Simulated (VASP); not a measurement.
# InAs (F-43m) in VASP: band structure with LDA

Aim: the band structure of InAs with LDA.

Everything below comes from runs of VASP 6.6.1. Logs are shortened: lines on timing, memory, paths and dates and some standing lists are left out, and cuts for length are marked.

**What was measured.**

From a printed reference work, data compilation, for a bulk crystal of InAs at 4.2 K: band gap 0.418 eV (direct).

The results are compared with them further down.

## Step 1: Starting point

It takes space group F-43m (No. 216, cubic). The conventional cell has a = 6.026 Å, b = 6.026 Å, c = 6.026 Å, α = 90.00°, β = 90.00°, γ = 90.00°. In (site symmetry -43m) has 4 As at 2.61 Å as nearest neighbours. As (site symmetry -43m) has 4 In at 2.61 Å as nearest neighbours.

## Step 2: Band structure, LDA

POSCAR

```
InAs                                    
1.0
    0.0000000000      3.0131419375      3.0131419375
    3.0131419375     -0.0000000000      3.0131419375
    3.0131419375      3.0131419375      0.0000000000
  In              As            
     1     1
Direct
     0.0000000000000000    0.0000000000000000    0.0000000000000000
     0.2500000000000000    0.2500000000000000    0.2500000000000000
```

INCAR.step1

```
SYSTEM = InAs
PREC = Accurate
ENCUT = 350
EDIFF = 1E-7
ISMEAR = 0
SIGMA = 0.02
LREAL = .FALSE.
LASPH = .TRUE.
NELM = 100
ALGO = Normal
ISIF = 2
LWAVE = .FALSE.
LCHARG = .TRUE.
GGA = CA
NBANDS = 16
```

KPOINTS.step1

```
regular mesh
0
G
  6 6 6
  0 0 0
```

INCAR.step2

```
SYSTEM = InAs
PREC = Accurate
ENCUT = 350
EDIFF = 1E-7
ISMEAR = 0
SIGMA = 0.05
LREAL = .FALSE.
LASPH = .TRUE.
NELM = 100
ALGO = Normal
ISIF = 2
LWAVE = .FALSE.
LCHARG = .FALSE.
GGA = CA
NBANDS = 16
ICHARG = 11
```

KPOINTS.step2

```
path GXWKGLUWLK,UX
20
line-mode
reciprocal
 0.0000000000  0.0000000000  0.0000000000  G
 0.5000000000  0.0000000000  0.5000000000  X

 0.5000000000  0.0000000000  0.5000000000  X
 0.5000000000  0.2500000000  0.7500000000  W

 0.5000000000  0.2500000000  0.7500000000  W
 0.3750000000  0.3750000000  0.7500000000  K

 0.3750000000  0.3750000000  0.7500000000  K
 0.0000000000  0.0000000000  0.0000000000  G

 0.0000000000  0.0000000000  0.0000000000  G
 0.5000000000  0.5000000000  0.5000000000  L

 0.5000000000  0.5000000000  0.5000000000  L
 0.6250000000  0.2500000000  0.6250000000  U

 0.6250000000  0.2500000000  0.6250000000  U
 0.5000000000  0.2500000000  0.7500000000  W

 0.5000000000  0.2500000000  0.7500000000  W
 0.5000000000  0.5000000000  0.5000000000  L

 0.5000000000  0.5000000000  0.5000000000  L
 0.3750000000  0.3750000000  0.7500000000  K

 0.6250000000  0.2500000000  0.6250000000  U
 0.5000000000  0.0000000000  0.5000000000  X
```

Potentials or basis: VASP PAW LDA potentials, release 64 (In_d, As).

Launch:

```
> cat potpaw_LDA.64/In_d/POTCAR potpaw_LDA.64/As/POTCAR > POTCAR
> cp INCAR.step1 INCAR
> cp KPOINTS.step1 KPOINTS
> mpirun -np 1 vasp_std > vasp.out
> cp INCAR.step2 INCAR
> cp KPOINTS.step2 KPOINTS
> mpirun -np 1 vasp_std > vasp.out
```

OUTCAR:

```text
SYSTEM = InAs
   PREC = Accurate
   ENCUT = 350
   EDIFF = 1E-7
   ISMEAR = 0
   LREAL = .FALSE.
   LASPH = .TRUE.
   NELM = 100
   ISIF = 2
   GGA = CA
   ICHARG = 11

 ion  position               nearest neighbor table
   1  0.000  0.000  0.000-   2 2.61   2 2.61   2 2.61   2 2.61
   2  0.250  0.250  0.250-   1 2.61   1 2.61   1 2.61   1 2.61

  LATTYP: Found a face centered cubic cell.
 ALAT       =     6.0262838750

  Lattice vectors:

 A1 = (   0.0000000000,   3.0131419375,   3.0131419375)
 A2 = (   3.0131419375,   0.0000000000,   3.0131419375)
 A3 = (   3.0131419375,   3.0131419375,   0.0000000000)

Analysis of symmetry for initial positions (statically):
=====================================================================
 Subroutine PRICEL returns:
 Original cell was already a primitive cell.

 Routine SETGRP: Setting up the symmetry group for a
 face centered cubic supercell.

 Subroutine GETGRP returns: Found 24 space group operations
 (whereof 24 operations were pure point group operations)
 out of a pool of 48 trial point group operations.

The static configuration has the point symmetry T_d .

Analysis of symmetry for dynamics (positions and initial velocities):
=====================================================================
 Subroutine PRICEL returns:
 Original cell was already a primitive cell.

 Routine SETGRP: Setting up the symmetry group for a
 face centered cubic supercell.

 Subroutine GETGRP returns: Found 24 space group operations
 (whereof 24 operations were pure point group operations)
 out of a pool of 48 trial point group operations.

The dynamic configuration has the point symmetry T_d .

 Subroutine INISYM returns: Found 24 space group operations
 (whereof 24 operations are pure point group operations),
 and found     1 'primitive' translations

----------------------------------------------------------------------------------------

                                     Primitive cell

  volume of cell :      54.7128

  direct lattice vectors                    reciprocal lattice vectors
     0.000000000  3.013141937  3.013141937    -0.165939743  0.165939743  0.165939743
     3.013141937  0.000000000  3.013141937     0.165939743 -0.165939743  0.165939743
     3.013141937  3.013141937  0.000000000     0.165939743  0.165939743 -0.165939743

  length of vectors
     4.261226193  4.261226193  4.261226193     0.287416067  0.287416067  0.287416067

  position of ions in fractional coordinates (direct lattice)
     0.000000000  0.000000000  0.000000000
     0.250000000  0.250000000  0.250000000

  ion indices of the primitive-cell ions
   primitive index   ion index
                 1           1
                 2           2

----------------------------------------------------------------------------------------

 KPOINTS: path GXWKGLUWLK,UX

Interpolating k-points between supplied coordinates.

 Line segments in fractional coordinates (reciprocal lattice):
    0.000000  0.000000  0.000000  ...  0.500000  0.000000  0.500000
    0.500000  0.000000  0.500000  ...  0.500000  0.250000  0.750000
    0.500000  0.250000  0.750000  ...  0.375000  0.375000  0.750000
    0.375000  0.375000  0.750000  ...  0.000000  0.000000  0.000000
    0.000000  0.000000  0.000000  ...  0.500000  0.500000  0.500000
    0.500000  0.500000  0.500000  ...  0.625000  0.250000  0.625000
    0.625000  0.250000  0.625000  ...  0.500000  0.250000  0.750000
    0.500000  0.250000  0.750000  ...  0.500000  0.500000  0.500000
    0.500000  0.500000  0.500000  ...  0.375000  0.375000  0.750000
    0.625000  0.250000  0.625000  ...  0.500000  0.000000  0.500000

 Generated    20 points on each line segment, for a total of    200 k-points:

 Following reciprocal coordinates:
            Coordinates               Weight
  0.000000  0.000000  0.000000      0.005000
  0.026316  0.000000  0.026316      0.005000
  0.052632  0.000000  0.052632      0.005000
  0.078947  0.000000  0.078947      0.005000
  0.105263  0.000000  0.105263      0.005000
  0.131579  0.000000  0.131579      0.005000
[... 16 lines left out ...]
  0.500000  0.026316  0.526316      0.005000
  0.500000  0.039474  0.539474      0.005000
 [... further k-points ...]
   k-points           NKPTS =    200   k-points in BZ     NKDIM =    200   number of bands    NBANDS=     16
   number of dos      NEDOS =    301   number of ions     NIONS =      2
   total plane-waves  NPLWV =  21952
   dimension x,y,z NGX =    28 NGY =   28 NGZ =   28
   dimension x,y,z NGXF=    56 NGYF=   56 NGZF=   56
   ions per type =               1   1
   NGX,Y,Z   is equivalent  to a cutoff of  10.92, 10.92, 10.92 a.u.
   NGXF,Y,Z  is equivalent  to a cutoff of  21.85, 21.85, 21.85 a.u.
 SYSTEM =  InAs
   PREC   = accura    normal or accurate (medium, high low for compatibility)
   ISTART =      0    job   : 0-new  1-cont  2-samecut
   ICHARG =     11    charge: 1-file 2-atom 10-const
   ISPIN  =      1    spin polarized calculation?
   LNONCOLLINEAR =      F non collinear calculations
   LSORBIT =      F    spin-orbit coupling
   LASPH  =      T    aspherical Exc in radial PAW
   ENCUT  =  350.0 eV  25.72 Ry    5.07 a.u.   6.50  6.50  6.50*2*pi/ulx,y,z
   NELM   =    100;   NELMIN=  2; NELMDL=  0     # of ELM steps
   EDIFF  = 0.1E-06   stopping-criterion for ELM
   LREAL  =      F    real-space projection
   EDIFFG = 0.1E-05   stopping-criterion for IOM
   NSW    =      0    number of steps for IOM
   IBRION =     -1    ionic relax: 0-MD 1-quasi-New 2-CG
   NFREE  =      0    steps in history (QN), initial steepest desc. (CG)
   ISIF   =      2    stress and relaxation
   ISYM   =      2    0-nonsym 1-usesym 2-fastsym
   POTIM  = 0.5000    time-step for ionic-motion
   TEBEG  =    0.0;   TEEND  =   0.0 temperature during run
   PSTRESS=    0.0 pullay stress
   NELECT =      18.0000    total number of electrons
   NUPDOWN=      -1.0000    fix difference up-down
   EMIN   =  10.00;   EMAX   =-10.00  energy-range for DOS
   EFERMI =   0.00;   METHOD = LEGACY
   ISMEAR =     0;   SIGMA  =   0.05  broadening in eV -4-tet -1-fermi 0-gaus
   EFERMI_NEDOS =   21; number of points for ismear=-14 and -15
   IALGO  =     38    algorithm
   IMIX   =      4    mixing-type and parameters
     AMIX     =   0.40;   BMIX     =  1.00
     AMIX_MAG =   1.60;   BMIX_MAG =  1.00
  volume/ion in A,a.u.               =      27.36       184.61
  Fermi-wavevector in a.u.,A,eV,Ry     =   1.130150  2.135674 17.377891  1.277239
  Thomas-Fermi vector in A             =   2.266846
   LORBIT       =      0    0 simple, 1 ext, 2 COOP (PROOUT), +10 PAW based schemes
   GGA     = CA    functional components
   LHFCALC =     F    Hartree Fock is set to
   AEXX    =    0.0000 exact exchange contribution
   IVDW    =     0    specifies the selected vdW correction
   LEPSILON=     F    determine dielectric tensor
   LRPA    =     F    only Hartree local field effects (RPA)
 non-spin polarized calculation
 Gauss-broadening in eV      SIGMA  =   0.05
  energy-cutoff  :      350.00
  volume of cell :       54.71
 maximum number of plane-waves:       869
 NGX is ok and might be reduce to    28

 number of electron      18.0000015 magnetization

 Free energy of the ion-electron system (eV)
  ---------------------------------------------------
  ext. energy  EPLUGINS =         0.00000000
  ---------------------------------------------------
  free energy    TOTEN  =        -9.21607706 eV

  energy without entropy =       -9.21457739  energy(sigma->0) =       -9.21532723

 E-fermi :   4.4763     XC(G=0):  -9.4545

 val. band max:        4.4511963076   @ k =   0.0000   0.0000   0.0000
 cond. band min:       4.6437498077   @ k =   0.0263   0.0263   0.0263
 fundamental gap:      0.1925535001
 Fermi energy:         4.4763350710

 k-point     1 :       0.0000    0.0000    0.0000
  band No.  band energies     occupation
      1      -9.9307      2.00000
      2      -9.9307      2.00000
      3      -9.9307      2.00000
      4      -9.7955      2.00000
      5      -9.7955      2.00000
      6      -7.5304      2.00000
[... 8 lines left out ...]
     15      14.1922      0.00000
     16      14.1922      0.00000

 k-point     2 :       0.0263    0.0000    0.0263
  band No.  band energies     occupation
      1      -9.9324      2.00000
      2      -9.9300      2.00000
      3      -9.9300      2.00000
      4      -9.7956      2.00000
      5      -9.7954      2.00000
      6      -7.5204      2.00000
[... 8 lines left out ...]
     15      13.8834      0.00000
     16      14.1997      0.00000

 k-point     3 :       0.0526    0.0000    0.0526
  band No.  band energies     occupation
      1      -9.9374      2.00000
      2      -9.9282      2.00000
      3      -9.9282      2.00000
      4      -9.7960      2.00000
      5      -9.7947      2.00000
      6      -7.4905      2.00000
[... 8 lines left out ...]
     15      13.3879      0.00000
     16      14.2221      0.00000

 k-point     4 :       0.0789    0.0000    0.0789
  band No.  band energies     occupation
      1      -9.9453      2.00000
      2      -9.9252      2.00000
      3      -9.9252      2.00000
      4      -9.7970      2.00000
      5      -9.7938      2.00000
      6      -7.4411      2.00000
[... 8 lines left out ...]
     15      12.9028      0.00000
     16      14.2593      0.00000

 k-point     5 :       0.1053    0.0000    0.1053
  band No.  band energies     occupation
      1      -9.9561      2.00000
      2      -9.9215      2.00000
      3      -9.9215      2.00000
      4      -9.7985      2.00000
      5      -9.7927      2.00000
      6      -7.3728      2.00000
[... 8 lines left out ...]
     15      12.7569      0.00000
     16      14.3112      0.00000

 k-point     6 :       0.1316    0.0000    0.1316
  band No.  band energies     occupation
      1      -9.9689      2.00000
      2      -9.9167      2.00000
      3      -9.9167      2.00000
      4      -9.8005      2.00000
      5      -9.7913      2.00000
      6      -7.2865      2.00000
[... 8 lines left out ...]
     15      13.1341      0.00000
     16      14.3777      0.00000
[... 267 lines left out ...]
 k-point    21 :       0.5000    0.0000    0.5000
  band No.  band energies     occupation
      1     -10.1250      2.00000
      2      -9.8438      2.00000
      3      -9.8438      2.00000
      4      -9.8364      2.00000
      5      -9.7707      2.00000
      6      -5.4584      2.00000
[... 8 lines left out ...]
     15      16.0057      0.00000
     16      16.6479      0.00000

 k-point    22 :       0.5000    0.0132    0.5132
  band No.  band energies     occupation
      1     -10.1249      2.00000
      2      -9.8440      2.00000
      3      -9.8440      2.00000
      4      -9.8361      2.00000
      5      -9.7708      2.00000
      6      -5.4581      2.00000
[... 8 lines left out ...]
     15      16.0069      0.00000
     16      16.5347      0.00000

 k-point    23 :       0.5000    0.0263    0.5263
  band No.  band energies     occupation
      1     -10.1244      2.00000
      2      -9.8447      2.00000
      3      -9.8444      2.00000
      4      -9.8355      2.00000
      5      -9.7710      2.00000
      6      -5.4570      2.00000
[... 8 lines left out ...]
     15      16.0104      0.00000
     16      16.4501      0.00000

 k-point    24 :       0.5000    0.0395    0.5395
  band No.  band energies     occupation
      1     -10.1237      2.00000
      2      -9.8458      2.00000
      3      -9.8450      2.00000
      4      -9.8345      2.00000
      5      -9.7713      2.00000
      6      -5.4552      2.00000
[... 8 lines left out ...]
     15      16.0158      0.00000
     16      16.3856      0.00000

 [... further k-points ...]

------------------------ aborting loop because EDIFF is reached ----------------------------------------

  FORCE on cell =-STRESS in cart. coord.  units (eV):
  Direction    XX          YY          ZZ          XY          YZ          ZX
  --------------------------------------------------------------------------------------
  -------------------------------------------------------------------------------------
  Total       -0.2820660     -0.2820660     -0.2820660     -0.0000000     -0.0000000     -0.0000000
  in kB       -8.2598578     -8.2598578     -8.2598578     -0.0000000     -0.0000000     -0.0000000
  external PRESSURE =      -8.2598578 kB  Pullay stress =       0.0000000 kB

 VOLUME and BASIS-vectors are now :
 -----------------------------------------------------------------------------
  energy-cutoff  :      350.00
  volume of cell :       54.71
      direct lattice vectors                 reciprocal lattice vectors
     0.000000000  3.013141937  3.013141937    -0.165939743  0.165939743  0.165939743
     3.013141937  0.000000000  3.013141937     0.165939743 -0.165939743  0.165939743
     3.013141937  3.013141937  0.000000000     0.165939743  0.165939743 -0.165939743

 POSITION                                       TOTAL-FORCE (eV/Angst)
 -----------------------------------------------------------------------------------
      0.00000      0.00000      0.00000        -0.000000     -0.000000     -0.000000
      1.50657      1.50657      1.50657         0.000000      0.000000      0.000000
 -----------------------------------------------------------------------------------
    total drift:                               -0.000000     -0.000000     -0.000000

  FREE ENERGIE OF THE ION-ELECTRON SYSTEM (eV)
  ---------------------------------------------------
  free  energy   TOTEN  =        -9.2160770617 eV

  energy  without entropy=       -9.2145773906  energy(sigma->0) =       -9.21532723
```

It took 73 s on 1 thread of AMD EPYC 7R13 (Zen 3), shared host; peak memory 0.18 GiB.

What came out:

* Band gap along the path: none (metal or under the smearing width)

Levels at the corners of the path, in eV from the Fermi level:
```csv
point,band 5,band 6,band 7,band 8,band 9,band 10,band 11,band 12,band 13,band 14
Γ,-14.25,-11.99,-0.35,-0.01,-0.01,-0.01,3.81,3.81,3.81,7.30
X,-14.23,-9.92,-5.97,-2.39,-2.39,1.39,1.95,9.06,9.20,9.20
X,-14.23,-9.92,-5.97,-2.39,-2.39,1.39,1.95,9.06,9.20,9.20
W,-14.24,-9.86,-5.83,-3.04,-2.97,4.17,4.20,4.89,5.95,9.74
W,-14.24,-9.86,-5.83,-3.04,-2.97,4.17,4.20,4.89,5.95,9.74
K,-14.24,-9.93,-5.84,-3.37,-2.01,1.98,4.19,7.20,7.36,7.68
K,-14.24,-9.93,-5.84,-3.37,-2.01,1.98,4.19,7.20,7.36,7.68
Γ,-14.25,-11.99,-0.35,-0.01,-0.01,-0.01,3.81,3.81,3.81,7.30
Γ,-14.25,-11.99,-0.35,-0.01,-0.01,-0.01,3.81,3.81,3.81,7.30
L,-14.24,-10.47,-5.90,-1.02,-1.02,0.82,4.60,4.60,6.69,8.89
L,-14.24,-10.47,-5.90,-1.02,-1.02,0.82,4.60,4.60,6.69,8.89
U,-14.24,-9.93,-5.84,-3.37,-2.01,1.98,4.19,7.20,7.36,7.68
U,-14.24,-9.93,-5.84,-3.37,-2.01,1.98,4.19,7.20,7.36,7.68
W,-14.24,-9.86,-5.83,-3.04,-2.97,4.17,4.20,4.89,5.95,9.74
W,-14.24,-9.86,-5.83,-3.04,-2.97,4.17,4.20,4.89,5.95,9.74
L,-14.24,-10.47,-5.90,-1.02,-1.02,0.82,4.60,4.60,6.69,8.89
L,-14.24,-10.47,-5.90,-1.02,-1.02,0.82,4.60,4.60,6.69,8.89
K,-14.24,-9.93,-5.84,-3.37,-2.01,1.98,4.19,7.20,7.36,7.68
U,-14.24,-9.93,-5.84,-3.37,-2.01,1.98,4.19,7.20,7.36,7.68
X,-14.23,-9.92,-5.97,-2.39,-2.39,1.39,1.95,9.06,9.20,9.20
```

Caveat: the log is that of the step along the path at fixed density, whose energy, stress, charges and moments have no meaning; spin-orbit coupling is left out, which moves the levels of the heavy elements; this crystal is a semiconductor, whose small gap the functional closes, so the metal is an error of the method.

## Step 3: How close it comes

Step 2. Against the measured gap of InAs, 0.418 eV (direct; 4.2 K; a printed reference work, data compilation), the calculated 0.00 eV is off by -0.42 eV. Spin-orbit coupling on As, In is left out. The value is that of LDA, without temperature or zero-point motion. Semilocal functionals fall short of measured gaps as a rule.
